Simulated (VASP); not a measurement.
# AgCl (P2_1/m) in VASP: notebook

One crystal, AgCl, is run at these levels: B3LYP, LDA; tasks: single point.

Program: VASP 6.6.1. These are calculated values, not measurements. Logs are shortened: lines on timing, memory, paths and dates and some standing lists are left out, and cuts for length are marked.

### Step 1. The structure

It takes space group P2_1/m (No. 11, monoclinic). The conventional cell has a = 3.530 Å, b = 4.011 Å, c = 5.243 Å, α = 90.00°, β = 100.69°, γ = 90.00°. Ag (site symmetry m) has 6 Cl at 2.55 to 2.80 Å as nearest neighbours. Cl (site symmetry m) is surrounded by 6 Ag at 2.55 to 2.80 Å.

### Step 2. Single point, B3LYP

Input file POSCAR:

```
AgCl
1.0
    3.5300000000      0.0000000000      0.0000000000
    0.0000000000      4.0110000000      0.0000000000
   -0.9725508841      0.0000000000      5.1520087129
Ag Cl
2 2
Direct
    0.1570000000      0.2500000000      0.2100000000
    0.8430000000      0.7500000000      0.7900000000
    0.3080000000      0.2500000000      0.7050000000
    0.6920000000      0.7500000000      0.2950000000
```

Input file INCAR.step1:

```
PREC = Accurate ; ENCUT = 520
EDIFF = 1E-5 ; ISMEAR = 0
SIGMA = 0.01 ; LREAL = False
LASPH = True ; NELM = 100
ALGO = Normal ; ISIF = 2
LWAVE = True ; NBANDS = 26
GGA = PE
```

Input file INCAR.step2:

```
PREC = Accurate ; ENCUT = 520
EDIFF = 1E-7 ; ISMEAR = 0
SIGMA = 0.01 ; LREAL = False
LASPH = True ; NELM = 100
ALGO = Normal ; ISIF = 2
LWAVE = False ; LCHARG = True
GGA = B3 ; LHFCALC = True
AEXX = 0.2 ; AGGAX = 0.72
AGGAC = 0.81 ; ALDAC = 0.19
PRECFOCK = Normal ; HFRCUT = -1
LELF = True ; LVHAR = True
NBANDS = 26 ; ISTART = 1
```

Input file KPOINTS:

```
regular mesh
0
Gamma
  3 3 2
```

Potentials or basis: VASP PAW PBE potentials, release 64 (Ag, Cl).

Command:

```bash
$ cat potpaw_PBE.64/Ag/POTCAR potpaw_PBE.64/Cl/POTCAR > POTCAR
$ cp INCAR.step1 INCAR
$ mpirun -np 1 vasp_std > vasp.out
$ cp INCAR.step2 INCAR
$ mpirun -np 1 vasp_std > vasp.out
```

OUTCAR:

```text
PREC = Accurate
   ENCUT = 520
   EDIFF = 1E-7
   ISMEAR = 0
   LREAL = False
   LASPH = True
   NELM = 100
   ISIF = 2
   GGA = B3
   LHFCALC = True
   AEXX = 0.2
   PRECFOCK = Normal
   ISTART = 1

 ion  position               nearest neighbor table
   1  0.157  0.250  0.210-   3 2.55   4 2.68   4 2.68   4 2.73   4 2.73   3 2.80   2 3.03   2 3.03

   2  0.843  0.750  0.790-   4 2.55   3 2.68   3 2.68   3 2.73   3 2.73   4 2.80   1 3.03   1 3.03

   3  0.308  0.250  0.705-   1 2.55   2 2.68   2 2.68   2 2.73   2 2.73   1 2.80
   4  0.692  0.750  0.295-   2 2.55   1 2.68   1 2.68   1 2.73   1 2.73   2 2.80

  LATTYP: Found a simple monoclinic cell.
 ALAT       =     3.5300000000
 B/A-ratio  =     1.1362606232
 C/A-ratio  =     1.4852691218
 COS(beta)  =    -0.1854951143

  Lattice vectors:

 A1 = (   3.5300000000,   0.0000000000,   0.0000000000)
 A2 = (   0.0000000000,   4.0110000000,   0.0000000000)
 A3 = (  -0.9725508841,   0.0000000000,   5.1520087129)

Analysis of symmetry for initial positions (statically):
=====================================================================
 Subroutine PRICEL returns:
 Original cell was already a primitive cell.

 Routine SETGRP: Setting up the symmetry group for a
 simple monoclinic supercell.

 Subroutine GETGRP returns: Found  4 space group operations
 (whereof  2 operations were pure point group operations)
 out of a pool of  4 trial point group operations.

The static configuration has the point symmetry S_2 .
 The point group associated with its full space group is C_2h.

Analysis of symmetry for dynamics (positions and initial velocities):
=====================================================================
 Subroutine PRICEL returns:
 Original cell was already a primitive cell.

 Routine SETGRP: Setting up the symmetry group for a
 simple monoclinic supercell.

 Subroutine GETGRP returns: Found  4 space group operations
 (whereof  2 operations were pure point group operations)
 out of a pool of  4 trial point group operations.

The dynamic configuration has the point symmetry S_2 .
 The point group associated with its full space group is C_2h.

 Subroutine INISYM returns: Found  4 space group operations
 (whereof  2 operations are pure point group operations),
 and found     1 'primitive' translations

----------------------------------------------------------------------------------------

                                     Primitive cell

  volume of cell :      72.9464

  direct lattice vectors                    reciprocal lattice vectors
     3.530000000  0.000000000  0.000000000     0.283286119  0.000000000  0.053476262
     0.000000000  4.011000000  0.000000000     0.000000000  0.249314385  0.000000000
    -0.972550884  0.000000000  5.152008713     0.000000000  0.000000000  0.194099051

  length of vectors
     3.530000000  4.011000000  5.243000000     0.288289326  0.249314385  0.194099051

  position of ions in fractional coordinates (direct lattice)
     0.157000000  0.250000000  0.210000000
     0.843000000  0.750000000  0.790000000
     0.308000000  0.250000000  0.705000000
     0.692000000  0.750000000  0.295000000

  ion indices of the primitive-cell ions
   primitive index   ion index
                 1           1
                 2           2
                 3           3
                 4           4

----------------------------------------------------------------------------------------

 KPOINTS: regular mesh

Automatic generation of k-mesh.
 Grid dimensions read from file:
 generate k-points for:    3    3    2

 Generating k-lattice:

  Cartesian coordinates                     Fractional coordinates (reciprocal lattice)
     0.094428706  0.000000000  0.017825421     0.333333333  0.000000000 -0.000000000
     0.000000000  0.083104795  0.000000000     0.000000000  0.333333333  0.000000000
     0.000000000  0.000000000  0.097049525     0.000000000  0.000000000  0.500000000

  Length of vectors
     0.096096442  0.083104795  0.097049525

  Shift w.r.t. Gamma in fractional coordinates (k-lattice)
     0.000000000  0.000000000  0.000000000

 Subroutine IBZKPT returns following result:
 ===========================================

 Found      8 irreducible k-points:

 Following reciprocal coordinates:
            Coordinates               Weight
  0.000000  0.000000  0.000000      1.000000
  0.333333  0.000000  0.000000      2.000000
  0.000000  0.333333  0.000000      2.000000
  0.333333  0.333333  0.000000      4.000000
  0.000000  0.000000  0.500000      1.000000
  0.333333  0.000000  0.500000      2.000000
  0.000000  0.333333  0.500000      2.000000
  0.333333  0.333333  0.500000      4.000000
   k-points           NKPTS =      8   k-points in BZ     NKDIM =     18   number of bands    NBANDS=     26
   number of dos      NEDOS =    301   number of ions     NIONS =      4
   total plane-waves  NPLWV =  33600
   dimension x,y,z NGX =    28 NGY =   30 NGZ =   40
   dimension x,y,z NGXF=    56 NGYF=   60 NGZF=   80
   ions per type =               2   2
   NGX,Y,Z   is equivalent  to a cutoff of  13.19, 12.43, 12.68 a.u.
   NGXF,Y,Z  is equivalent  to a cutoff of  26.37, 24.87, 25.37 a.u.
 SYSTEM =  unknown system
   PREC   = accura    normal or accurate (medium, high low for compatibility)
   ISTART =      1    job   : 0-new  1-cont  2-samecut
   ICHARG =      0    charge: 1-file 2-atom 10-const
   ISPIN  =      1    spin polarized calculation?
   LNONCOLLINEAR =      F non collinear calculations
   LSORBIT =      F    spin-orbit coupling
   LASPH  =      T    aspherical Exc in radial PAW
   ENCUT  =  520.0 eV  38.22 Ry    6.18 a.u.   6.56  7.46  9.75*2*pi/ulx,y,z
   NELM   =    100;   NELMIN=  2; NELMDL=  0     # of ELM steps
   EDIFF  = 0.1E-06   stopping-criterion for ELM
   LREAL  =      F    real-space projection
   EDIFFG = 0.1E-05   stopping-criterion for IOM
   NSW    =      0    number of steps for IOM
   IBRION =     -1    ionic relax: 0-MD 1-quasi-New 2-CG
   NFREE  =      0    steps in history (QN), initial steepest desc. (CG)
   ISIF   =      2    stress and relaxation
   ISYM   =      3    0-nonsym 1-usesym 2-fastsym
   POTIM  = 0.5000    time-step for ionic-motion
   TEBEG  =    0.0;   TEEND  =   0.0 temperature during run
   PSTRESS=    0.0 pullay stress
   NELECT =      36.0000    total number of electrons
   NUPDOWN=      -1.0000    fix difference up-down
   EMIN   =  10.00;   EMAX   =-10.00  energy-range for DOS
   EFERMI =   0.00;   METHOD = LEGACY
   ISMEAR =     0;   SIGMA  =   0.01  broadening in eV -4-tet -1-fermi 0-gaus
   EFERMI_NEDOS =   21; number of points for ismear=-14 and -15
   IALGO  =     38    algorithm
   IMIX   =      1    mixing-type and parameters
     AMIX     =   0.40;   BMIX     =  1.00
     AMIX_MAG =   1.60;   BMIX_MAG =  1.00
  volume/ion in A,a.u.               =      18.24       123.07
  Fermi-wavevector in a.u.,A,eV,Ry     =   1.293722  2.444780 22.772302  1.673717
  Thomas-Fermi vector in A             =   2.425350
   LORBIT       =      0    0 simple, 1 ext, 2 COOP (PROOUT), +10 PAW based schemes
   GGA     = B3    functional components
   LHFCALC =     T    Hartree Fock is set to
   PRECFOCK=normal    Normal, Fast or Accurate (Low or Medium for compatibility)
   ENCUT4O =  -1.0   cutoff for four orbital integrals eV
   NKREDX  =     1    reduce k-point grid by
   NKREDY  =     1    reduce k-point grid by
   NKREDZ  =     1    reduce k-point grid by
   AEXX    =    0.2000 exact exchange contribution
   HFSCREEN=    0.0000 screening length (either q_TF or 0.3 A-1)
   HFSCREENC=   0.0000 screening length for correlation (either q_TF or 0.3 A-1)
   ENCUTFOCK=  -1.0 apply spherical cutoff to Coloumb kernel
   IVDW    =     0    specifies the selected vdW correction
   LEPSILON=     F    determine dielectric tensor
   LRPA    =     F    only Hartree local field effects (RPA)
 non-spin polarized calculation
 Gauss-broadening in eV      SIGMA  =   0.01
  energy-cutoff  :      520.00
  volume of cell :       72.95
 maximum number of plane-waves:      1979
 NGX is ok and might be reduce to    28
  NGX = 20; NGY = 24; NGZ = 30

 number of electron      35.9999993 magnetization

 Free energy of the ion-electron system (eV)
  ---------------------------------------------------
  ext. energy  EPLUGINS =         0.00000000
  ---------------------------------------------------
  free energy    TOTEN  =       -11.63152698 eV

  energy without entropy =      -11.63152698  energy(sigma->0) =      -11.63152698

 E-fermi :   4.6971     XC(G=0):  -8.6688

 val. band max:        4.6083015522   @ k =   0.0000   0.3333   0.5000
 cond. band min:       7.1803263979   @ k =   0.0000   0.0000   0.0000
 fundamental gap:      2.5720248457
 Fermi energy:         4.6970844893

 k-point     1 :       0.0000    0.0000    0.0000
  band No.  band energies     occupation
      1     -12.0948      2.00000
      2     -11.1582      2.00000
      3      -0.7909      2.00000
      4       0.1843      2.00000
      5       0.7703      2.00000
      6       0.9007      2.00000
[... 18 lines left out ...]
     25      17.8737      0.00000
     26      18.5147      0.00000

 k-point     2 :       0.3333    0.0000    0.0000
  band No.  band energies     occupation
      1     -11.6243      2.00000
      2     -11.1067      2.00000
      3      -0.9041      2.00000
      4      -0.5489      2.00000
      5      -0.5394      2.00000
      6      -0.4305      2.00000
[... 18 lines left out ...]
     25      16.4029      0.00000
     26      16.9651      0.00000

 k-point     3 :       0.0000    0.3333    0.0000
  band No.  band energies     occupation
      1     -11.7601      2.00000
      2     -11.2658      2.00000
      3      -0.7980      2.00000
      4      -0.4979      2.00000
      5      -0.1732      2.00000
      6       0.3134      2.00000
[... 18 lines left out ...]
     25      16.2930      0.00000
     26      17.4206      0.00000

 k-point     4 :       0.3333    0.3333    0.0000
  band No.  band energies     occupation
      1     -11.4573      2.00000
      2     -11.1964      2.00000
      3      -0.9385      2.00000
      4      -0.5740      2.00000
      5      -0.1230      2.00000
      6       0.0077      2.00000
[... 18 lines left out ...]
     25      16.5078      0.00000
     26      17.0964      0.00000

 k-point     5 :       0.0000    0.0000    0.5000
  band No.  band energies     occupation
      1     -11.8244      2.00000
      2     -11.3686      2.00000
      3      -1.0735      2.00000
      4      -0.4249      2.00000
      5       0.1192      2.00000
      6       0.8434      2.00000
[... 18 lines left out ...]
     25      17.5520      0.00000
     26      18.0072      0.00000

 k-point     6 :       0.3333    0.0000    0.5000
  band No.  band energies     occupation
      1     -11.4643      2.00000
      2     -11.1690      2.00000
      3      -1.3592      2.00000
      4      -0.9576      2.00000
      5      -0.6011      2.00000
      6      -0.5804      2.00000
[... 18 lines left out ...]
     25      15.8476      0.00000
     26      17.0026      0.00000

 k-point     7 :       0.0000    0.3333    0.5000
  band No.  band energies     occupation
      1     -11.5754      2.00000
      2     -11.3294      2.00000
      3      -1.5836      2.00000
      4      -1.2642      2.00000
      5      -0.3313      2.00000
      6      -0.1246      2.00000
[... 18 lines left out ...]
     25      16.5809      0.00000
     26      17.8415      0.00000

 k-point     8 :       0.3333    0.3333    0.5000
  band No.  band energies     occupation
      1     -11.3471      2.00000
      2     -11.1978      2.00000
      3      -1.2259      2.00000
      4      -0.7770      2.00000
      5      -0.5626      2.00000
      6      -0.4053      2.00000
[... 18 lines left out ...]
     25      16.2180      0.00000
     26      16.9023      0.00000

------------------------ aborting loop because EDIFF is reached ----------------------------------------

  FORCE on cell =-STRESS in cart. coord.  units (eV):
  Direction    XX          YY          ZZ          XY          YZ          ZX
  --------------------------------------------------------------------------------------
  -------------------------------------------------------------------------------------
  Total        6.5045915      6.2299832      6.6818251      0.0000000      0.0000000      0.2692604
  in kB      142.8652649    136.8338350    146.7579825      0.0000000      0.0000000      5.9139697
  external PRESSURE =     142.1523608 kB  Pullay stress =       0.0000000 kB

 VOLUME and BASIS-vectors are now :
 -----------------------------------------------------------------------------
  energy-cutoff  :      520.00
  volume of cell :       72.95
      direct lattice vectors                 reciprocal lattice vectors
     3.530000000  0.000000000  0.000000000     0.283286119  0.000000000  0.053476262
     0.000000000  4.011000000  0.000000000     0.000000000  0.249314385  0.000000000
    -0.972550884  0.000000000  5.152008713     0.000000000  0.000000000  0.194099051

 POSITION                                       TOTAL-FORCE (eV/Angst)
 -----------------------------------------------------------------------------------
      0.34997      1.00275      1.08192         0.060728     -0.000000     -0.576988
      2.20747      3.00825      4.07009        -0.060728      0.000000      0.576988
      0.40159      1.00275      3.63217         0.030979     -0.000000      0.983255
      2.15586      3.00825      1.51984        -0.030979     -0.000000     -0.983255
 -----------------------------------------------------------------------------------
    total drift:                                0.000000      0.000000      0.000000

  FREE ENERGIE OF THE ION-ELECTRON SYSTEM (eV)
  ---------------------------------------------------
  free  energy   TOTEN  =       -11.6315269824 eV

  energy  without entropy=      -11.6315269824  energy(sigma->0) =      -11.63152698
```

It took 13 min on 1 thread of Intel Xeon Platinum 8375C at 2.90GHz (Ice Lake), shared host; peak memory 0.2 GiB.

What came out:

```yaml
Free_energy: -11.6315 eV
Pressure: 14.2 GPa
Largest_force: 0.984 eV/Å
Band_gap_on_the_k_mesh: 2.57 eV, indirect (least direct gap 4.35 eV)
```

Forces in eV/Å, atoms in the order of the input:
```
Ag   0.061  0.000 -0.577
Ag  -0.061  0.000  0.577
Cl   0.031  0.000  0.983
Cl  -0.031  0.000 -0.983
```

Levels at points of the mesh, in eV from the valence-band top:
```csv
k point,band 15,band 16,band 17,band 18,band 19,band 20,band 21,band 22
"(0.00, 0.00, 0.00)",-2.24,-1.90,-1.82,-1.78,2.57,5.01,9.96,11.45
"(0.00, 0.00, 0.50)",-2.16,-1.83,-1.49,-1.18,5.14,6.54,8.15,10.19
```

Caveat: the k mesh is coarse (spacing up to 0.61 Å⁻¹), so the values aren't converged, least of all with exact exchange; the PAW data sets were made with another functional, which shifts forces and pressure a little; an odd mesh through Γ misses points on the zone boundary, where band edges often lie.

(Part 1 of 2 ends here.)
